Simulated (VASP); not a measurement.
# Cd (R-3m) in VASP: settings compared

Aim: see how the results for Cd move with the level of theory and the settings. Levels: r2SCAN+D4, PBE, LDA. Tasks: single point.

Everything below comes from runs of VASP 6.6.1. Logs are shortened: lines on timing, memory, paths and dates and some standing lists are left out, and cuts for length are marked.

## (1) The structure

Symmetry: R-3m, No. 166, trigonal system. The conventional cell has a = 3.203 Å, b = 3.203 Å, c = 7.240 Å, α = 90.00°, β = 90.00°, γ = 120.00°. Cd (site symmetry -3m) has 12 Cd at 3.04 to 3.20 Å as nearest neighbours.

This isn't the form of Cd at room conditions, which is hcp.

## (2) Single point, r2SCAN+D4, collinear spin, typed start

Input file POSCAR:

```
Cd
1.0
    1.6014846489      0.9246175931      2.4132904438
   -1.6014846489      0.9246175931      2.4132904438
    0.0000000000     -1.8492351863      2.4132904438
Cd
1
Direct
    0.0000000000      0.0000000000      0.0000000000
```

Input file INCAR.step1:

```
ALGO = Normal
EDIFF = 1E-4
ENCUT = 520
GGA = PE
ISMEAR = 1
ISPIN = 2
LASPH = T
LCHARG = F
LREAL = F
LWAVE = T
MAGMOM = 0.01
NBANDS = 16
NELM = 150
PREC = Accurate
SIGMA = 0.001
```

Input file INCAR.step2:

```
ALGO = Normal
EDIFF = 1E-6
ENCUT = 520
ISIF = 2
ISMEAR = 1
ISPIN = 2
ISTART = 1
IVDW = 13
LASPH = T
LCHARG = F
LMIXTAU = T
LORBIT = 11
LREAL = F
LWAVE = F
MAGMOM = 0.01
METAGGA = R2SCAN
NBANDS = 16
NELM = 150
PREC = Accurate
SIGMA = 0.001
VDW_A1 = 0.51559235
VDW_A2 = 5.77342911
VDW_S6 = 1.0
VDW_S8 = 0.6018749
```

Input file KPOINTS:

```
k-points
0
Gamma
  10 10 10
```

Potentials or basis: VASP PAW PBE potentials, release 64 (Cd).

Launch:

```sh
cat potpaw_PBE.64/Cd/POTCAR > POTCAR
cp INCAR.step1 INCAR
mpirun -np 1 vasp_std > vasp.out
cp INCAR.step2 INCAR
mpirun -np 1 vasp_std > vasp.out
```

OUTCAR:

```text
EDIFF = 1E-6
   ENCUT = 520
   ISIF = 2
   ISMEAR = 1
   ISPIN = 2
   ISTART = 1
   IVDW = 13
   LASPH = T
   LORBIT = 11
   LREAL = F
   METAGGA = R2SCAN
   NELM = 150
   PREC = Accurate

 ion  position               nearest neighbor table
   1  0.000  0.000  0.000-

  LATTYP: Found a trigonal (rhomboedric) cell.
 ALAT       =     3.0403357611
 COS(alpha) =     0.4450773389

  Lattice vectors:

 A1 = (   1.6014846489,   0.9246175931,   2.4132904438)
 A2 = (  -1.6014846489,   0.9246175931,   2.4132904438)
 A3 = (   0.0000000000,  -1.8492351863,   2.4132904438)

Analysis of symmetry for initial positions (statically):
=====================================================================
 Subroutine PRICEL returns:
 Original cell was already a primitive cell.

 Routine SETGRP: Setting up the symmetry group for a
 trigonal (rhombohedral) supercell.

 Subroutine GETGRP returns: Found 12 space group operations
 (whereof 12 operations were pure point group operations)
 out of a pool of 12 trial point group operations.

The static configuration has the point symmetry D_3d.

Analysis of symmetry for dynamics (positions and initial velocities):
=====================================================================
 Subroutine PRICEL returns:
 Original cell was already a primitive cell.

 Routine SETGRP: Setting up the symmetry group for a
 trigonal (rhombohedral) supercell.

 Subroutine GETGRP returns: Found 12 space group operations
 (whereof 12 operations were pure point group operations)
 out of a pool of 12 trial point group operations.

The dynamic configuration has the point symmetry D_3d.

Analysis of structural, dynamic, and magnetic symmetry:
=====================================================================
 Subroutine PRICEL returns:
 Original cell was already a primitive cell.

 Routine SETGRP: Setting up the symmetry group for a
 trigonal (rhombohedral) supercell.

 Subroutine GETGRP returns: Found 12 space group operations
 (whereof 12 operations were pure point group operations)
 out of a pool of 12 trial point group operations.

The overall configuration has the point symmetry D_3d.

 Subroutine INISYM returns: Found 12 space group operations
 (whereof 12 operations are pure point group operations),
 and found     1 'primitive' translations

----------------------------------------------------------------------------------------

                                     Primitive cell

  volume of cell :      21.4410

  direct lattice vectors                    reciprocal lattice vectors
     1.601484649  0.924617593  2.413290444     0.312210298  0.180254700  0.138124002
    -1.601484649  0.924617593  2.413290444    -0.312210298  0.180254700  0.138124002
     0.000000000 -1.849235186  2.413290444     0.000000000 -0.360509400  0.138124002

  length of vectors
     3.040335761  3.040335761  3.040335761     0.386063812  0.386063812  0.386063812

  position of ions in fractional coordinates (direct lattice)
     0.000000000  0.000000000  0.000000000

  ion indices of the primitive-cell ions
   primitive index   ion index
                 1           1

----------------------------------------------------------------------------------------

 KPOINTS: k-points

Automatic generation of k-mesh.
 Grid dimensions read from file:
 generate k-points for:   10   10   10

 Generating k-lattice:

  Cartesian coordinates                     Fractional coordinates (reciprocal lattice)
     0.031221030  0.018025470  0.013812400     0.100000000  0.000000000  0.000000000
    -0.031221030  0.018025470  0.013812400     0.000000000  0.100000000  0.000000000
     0.000000000 -0.036050940  0.013812400     0.000000000  0.000000000  0.100000000

  Length of vectors
     0.038606381  0.038606381  0.038606381

  Shift w.r.t. Gamma in fractional coordinates (k-lattice)
     0.000000000  0.000000000  0.000000000

 Subroutine IBZKPT returns following result:
 ===========================================

 Found    116 irreducible k-points:

 Following reciprocal coordinates:
            Coordinates               Weight
  0.000000  0.000000  0.000000      1.000000
  0.100000 -0.000000  0.000000      6.000000
  0.200000 -0.000000  0.000000      6.000000
  0.300000  0.000000  0.000000      6.000000
  0.400000  0.000000 -0.000000      6.000000
  0.500000  0.000000 -0.000000      3.000000
[... 16 lines left out ...]
  0.300000  0.300000  0.000000      6.000000
  0.400000  0.300000  0.000000     12.000000
 [... further k-points ...]
   k-points           NKPTS =    116   k-points in BZ     NKDIM =    116   number of bands    NBANDS=     16
   number of dos      NEDOS =    301   number of ions     NIONS =      1
   total plane-waves  NPLWV =  13824
   dimension x,y,z NGX =    24 NGY =   24 NGZ =   24
   dimension x,y,z NGXF=    48 NGYF=   48 NGZF=   48
   ions per type =               1
   NGX,Y,Z   is equivalent  to a cutoff of  13.12, 13.12, 13.12 a.u.
   NGXF,Y,Z  is equivalent  to a cutoff of  26.25, 26.25, 26.25 a.u.
 SYSTEM =  unknown system
   PREC   = accura    normal or accurate (medium, high low for compatibility)
   ISTART =      1    job   : 0-new  1-cont  2-samecut
   ICHARG =      0    charge: 1-file 2-atom 10-const
   ISPIN  =      2    spin polarized calculation?
   LNONCOLLINEAR =      F non collinear calculations
   LSORBIT =      F    spin-orbit coupling
   LASPH  =      T    aspherical Exc in radial PAW
   ENCUT  =  520.0 eV  38.22 Ry    6.18 a.u.   5.65  5.65  5.65*2*pi/ulx,y,z
   NELM   =    150;   NELMIN=  2; NELMDL=  0     # of ELM steps
   EDIFF  = 0.1E-05   stopping-criterion for ELM
   LREAL  =      F    real-space projection
   EDIFFG = 0.1E-04   stopping-criterion for IOM
   NSW    =      0    number of steps for IOM
   IBRION =     -1    ionic relax: 0-MD 1-quasi-New 2-CG
   NFREE  =      0    steps in history (QN), initial steepest desc. (CG)
   ISIF   =      2    stress and relaxation
   ISYM   =      2    0-nonsym 1-usesym 2-fastsym
   POTIM  = 0.5000    time-step for ionic-motion
   TEBEG  =    0.0;   TEEND  =   0.0 temperature during run
   PSTRESS=    0.0 pullay stress
   NELECT =      12.0000    total number of electrons
   NUPDOWN=      -1.0000    fix difference up-down
   EMIN   =  10.00;   EMAX   =-10.00  energy-range for DOS
   EFERMI =   0.00;   METHOD = LEGACY
   ISMEAR =     1;   SIGMA  =   0.00  broadening in eV -4-tet -1-fermi 0-gaus
   EFERMI_NEDOS =   21; number of points for ismear=-14 and -15
   IALGO  =     38    algorithm
   IMIX   =      4    mixing-type and parameters
     AMIX     =   0.40;   BMIX     =  1.00
     AMIX_MAG =   1.60;   BMIX_MAG =  1.00
  volume/ion in A,a.u.               =      21.44       144.69
  Fermi-wavevector in a.u.,A,eV,Ry     =   1.349129  2.549483 24.764613  1.820148
  Thomas-Fermi vector in A             =   2.476741
   LORBIT       =     11    0 simple, 1 ext, 2 COOP (PROOUT), +10 PAW based schemes
   METAGGA = R2SCAN    functional components
   LHFCALC =     F    Hartree Fock is set to
   AEXX    =    0.0000 exact exchange contribution
   IVDW    =    13    specifies the selected vdW correction
   LEPSILON=     F    determine dielectric tensor
   LRPA    =     F    only Hartree local field effects (RPA)
 spin polarized calculation
 Methfessel and Paxton  Order N= 1 SIGMA  =   0.00
  energy-cutoff  :      520.00
  volume of cell :       21.44
 maximum number of plane-waves:       588
   NGX = 11   NGY = 11   NGZ = 11

 number of electron      11.9999999 magnetization       0.0040000

 Free energy of the ion-electron system (eV)
  ---------------------------------------------------
  ext. energy  EPLUGINS =         0.00000000
  ---------------------------------------------------
  free energy    TOTEN  =       -20.07911646 eV

  energy without entropy =      -20.07911572  energy(sigma->0) =      -20.07911621

 E-fermi :   3.0441     XC(G=0): -11.8657

 val. band max:        3.0438519493   @ k =  -0.4000  -0.4000   0.2000
 cond. band min:       3.0525427444   @ k =  -0.4000  -0.4000   0.2000
 fundamental gap:      0.0086907950
 Fermi energy:         3.0440533508

 spin component 1

 k-point     1 :       0.0000    0.0000    0.0000
  band No.  band energies     occupation
      1      -6.8330      1.00000
      2      -6.8330      1.00000
      3      -6.5810      1.00000
      4      -6.3009      1.00000
      5      -6.2039      1.00000
      6      -6.2039      1.00000
[... 8 lines left out ...]
     15      26.4714      0.00000
     16      26.4714      0.00000
[... 419 lines left out ...]
 k-point    24 :       0.4000    0.3000    0.0000
  band No.  band energies     occupation
      1      -7.2685      1.00000
      2      -7.0263      1.00000
      3      -6.0759      1.00000
      4      -6.0642      1.00000
      5      -5.8438      1.00000
      6      -1.4134      1.00000
[... 8 lines left out ...]
     15      32.7851      0.00000
     16      34.0577      0.00000

 [... further k-points ...]

 spin component 2

 k-point     1 :       0.0000    0.0000    0.0000
  band No.  band energies     occupation
      1      -6.8321      1.00000
      2      -6.8321      1.00000
      3      -6.5788      1.00000
      4      -6.2960      1.00000
      5      -6.2035      1.00000
      6      -6.2035      1.00000
[... 8 lines left out ...]
     15      26.4744      0.00000
     16      26.4744      0.00000
[... 419 lines left out ...]
 k-point    24 :       0.4000    0.3000    0.0000
  band No.  band energies     occupation
      1      -7.2668      1.00000
      2      -7.0257      1.00000
      3      -6.0752      1.00000
      4      -6.0637      1.00000
      5      -5.8435      1.00000
      6      -1.4071      1.00000
[... 8 lines left out ...]
     15      32.7874      0.00000
     16      34.0606      0.00000

 [... further k-points ...]

------------------------ aborting loop because EDIFF is reached ----------------------------------------

  DFT-D4 for vdW energy calculation

  Edisp (eV):   -0.14181

  FORCE on cell =-STRESS in cart. coord.  units (eV):
  Direction    XX          YY          ZZ          XY          YZ          ZX
  --------------------------------------------------------------------------------------
  -------------------------------------------------------------------------------------
  Total       0.03852     0.03852     0.04774     0.00000    -0.00000     0.00000
  in kB       2.87851     2.87851     3.56746     0.00000    -0.00000     0.00000
  external pressure =        3.11 kB  Pullay stress =        0.00 kB

 VOLUME and BASIS-vectors are now :
 -----------------------------------------------------------------------------
  energy-cutoff  :      520.00
  volume of cell :       21.44
      direct lattice vectors                 reciprocal lattice vectors
     1.601484649  0.924617593  2.413290444     0.312210298  0.180254700  0.138124002
    -1.601484649  0.924617593  2.413290444    -0.312210298  0.180254700  0.138124002
     0.000000000 -1.849235186  2.413290444     0.000000000 -0.360509400  0.138124002

 POSITION                                       TOTAL-FORCE (eV/Angst)
 -----------------------------------------------------------------------------------
      0.00000      0.00000      0.00000         0.000000      0.000000     -0.000000
 -----------------------------------------------------------------------------------
    total drift:                                0.000000      0.000000      0.000000

  FREE ENERGIE OF THE ION-ELECTRON SYSTEM (eV)
  ---------------------------------------------------
  free  energy   TOTEN  =       -20.2209294226 eV

  energy  without entropy=      -20.2209286759  energy(sigma->0) =      -20.22092917

 total charge

# of ion       s       p       d       tot
------------------------------------------
    1        0.532   0.304   9.493  10.328

 magnetization (x)

# of ion       s       p       d       tot
------------------------------------------
    1        0.000   0.001   0.000   0.001
```

Wall time 2.6 min (1 thread of Intel Xeon Platinum 8488C (Sapphire Rapids), shared host); peak memory 0.19 GiB.

Results:

```
Free energy                                           : -20.2209 eV
Pressure                                              : 0.3 GPa
Band gap on the k mesh                                : none (metal or under the smearing width)
Net moment                                            : 0.00 μB per cell
Valence electrons inside the program's atomic spheres : Cd 10.33
Dispersion energy per atom                            : -0.142 eV
```

Caveat: the PAW data sets were made with another functional, which shifts forces and pressure a little; pairwise dispersion overbinds metals, which lowers pressure and volume.

## (3) Single point, PBE

This run uses another cell than the first one, of 21.94 Å³/atom, 1.023 times its volume.

Input file INCAR:

```
SYSTEM = Cd
  ALGO = Fast
  EDIFF = 1E-6
  ENCUT = 520
  GGA = PE
  ISIF = 2
  ISMEAR = -1
  LASPH = .True.
  LCHARG = .False.
  LREAL = .False.
  LWAVE = .False.
  NBANDS = 12
  NELM = 100
  PREC = Accurate
  SIGMA = 0.02
```

Input file KPOINTS:

```
k-points
0
Gamma
  4 4 4
  0 0 0
```

Input file POSCAR:

```
Cd
1.0
    1.6080291515      0.9283960635      2.4492874100
   -1.6080291515      0.9283960635      2.4492874100
    0.0000000000     -1.8567921270      2.4492874100
Cd
1
Direct
    0.0000000000      0.0000000000      0.0000000000
```

Potentials or basis: VASP PAW PBE potentials, release 64 (Cd).

Launch:

```sh
cat potpaw_PBE.64/Cd/POTCAR > POTCAR
mpirun -np 1 vasp_std > vasp.out
```

Run time: 1.9 s. Hardware: 1 thread of Intel Xeon 6975P-C (Granite Rapids), shared host; peak memory 0.13 GiB.

It converged, with:

```yaml
Free_energy: -0.8931 eV
Pressure: 1.9 GPa
Band_gap_on_the_k_mesh: none (metal or under the smearing width)
```

Stress tensor (GPa, compression positive):
```
-0.46  0.00  0.00
 0.00 -0.46  0.00
 0.00  0.00  6.61
```

Levels at points of the mesh, in eV from the Fermi level:
| k point | band 4 | band 5 | band 6 | band 7 | band 8 | band 9 |
| --- | --- | --- | --- | --- | --- | --- |
| (0.00, 0.00, 0.00) | -10.11 | -10.04 | -10.04 | 12.10 | 12.76 | 12.76 |
| (0.50, 0.00, 0.00) | -9.77 | -9.64 | -3.80 | -2.98 | 11.09 | 11.18 |
| (0.50, 0.50, 0.00) | -9.60 | -9.56 | -2.16 | 0.01 | 4.67 | 6.19 |
| (0.50, 0.50, 0.50) | -9.63 | -9.63 | -3.30 | -1.84 | 10.10 | 10.10 |

Caveat: the k mesh is coarse (spacing up to 0.60 Å⁻¹), so the values aren't converged.

[end of part 1 of 2]
